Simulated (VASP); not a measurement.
A run of VASP 6.6.1 is set up as follows.

File INCAR:

```
SYSTEM = PbS
ALGO     = Normal         ! electronic algorithm
EDIFF    = 1E-6           ! SCF threshold, eV
EDIFFG   = -0.005         ! ionic threshold
ENCUT    = 600            ! plane-wave cutoff, eV
IBRION   = 2              ! ionic algorithm
ISIF     = 3              ! what is computed and relaxed
ISMEAR   = 0              ! smearing method
LASPH    = .TRUE.         ! aspherical terms in the spheres
LCHARG   = .FALSE.        ! write CHGCAR
LMIXTAU  = .TRUE.       
LREAL    = .FALSE.        ! projectors in reciprocal space
LWAVE    = .FALSE.        ! write WAVECAR
METAGGA  = TPSS           ! meta-GGA
NELM     = 80             ! most SCF steps
NSW      = 40             ! ionic steps
PREC     = Accurate       ! precision mode
SIGMA    = 0.05           ! smearing width, eV
```

Contents of KPOINTS:

```
k-points
0
G
  5 5 5
  0 0 0
```

Contents of POSCAR:

```
PbS
1.0
    2.0799526950     -5.9912968650      0.0000000000
    2.0799526950      5.9912968650      0.0000000000
    0.0000000000      0.0000000000      4.2793209400
Pb S
2 2
Direct
    0.1305633500      0.8694366500      0.2500000000
    0.8694366500      0.1305633500      0.7500000000
    0.3547970900      0.6452029100      0.2500000000
    0.6452029100      0.3547970900      0.7500000000
```

Potentials or basis: VASP PAW PBE potentials, release 64 (Pb_d, S).

Run with:

```console
$ cat potpaw_PBE.64/Pb_d/POTCAR potpaw_PBE.64/S/POTCAR > POTCAR
$ mpirun -np 1 vasp_std > vasp.out
```

Estimate the relaxed cell.

a = 6.227 Å, b = 6.227 Å, c = 4.312 Å, α = 90.00°, β = 90.00°, γ = 141.13°.

What does it give for the band gap on the k mesh?

1.18 eV, indirect (least direct gap 1.25 eV).

Step by step:
```
step  energy change (eV)  largest force (eV/Å)  pressure (GPa)  volume (Å³)
   1              0.0000                0.1803            0.42       106.65
   2             -0.0029                0.0308           -0.37       107.74
   3             -0.0031                0.0613           -0.23       107.52
   4             -0.0045                0.0510           -0.17       107.16
   5             -0.0076                0.0187           -0.01       106.10
   6             -0.0071                0.0512            0.41       103.99
   7             -0.0086                0.0101            0.15       105.20
   8             -0.0097                0.0125            0.11       105.09
   9             -0.0108                0.0209            0.01       104.84
  10             -0.0108                0.0186            0.01       104.85
  11             -0.0108                0.0201            0.01       104.87
  12             -0.0110                0.0149           -0.01       104.94
  13             -0.0111                0.0104           -0.06       105.07
  14             -0.0111                0.0112           -0.04       105.02
  15             -0.0111                0.0133            0.03       104.89
  16             -0.0111                0.0139            0.03       104.88
  17             -0.0112                0.0089            0.02       104.89
  18             -0.0112                0.0047           -0.01       104.93
  19             -0.0112                0.0018            0.01       104.92
```

Caveat: the PAW data sets were made with another functional, which shifts forces and pressure a little; spin-orbit coupling is left out, which as a rule narrows the gap of such compounds by several tenths of an eV; an odd mesh through Γ misses points on the zone boundary, where band edges often lie.
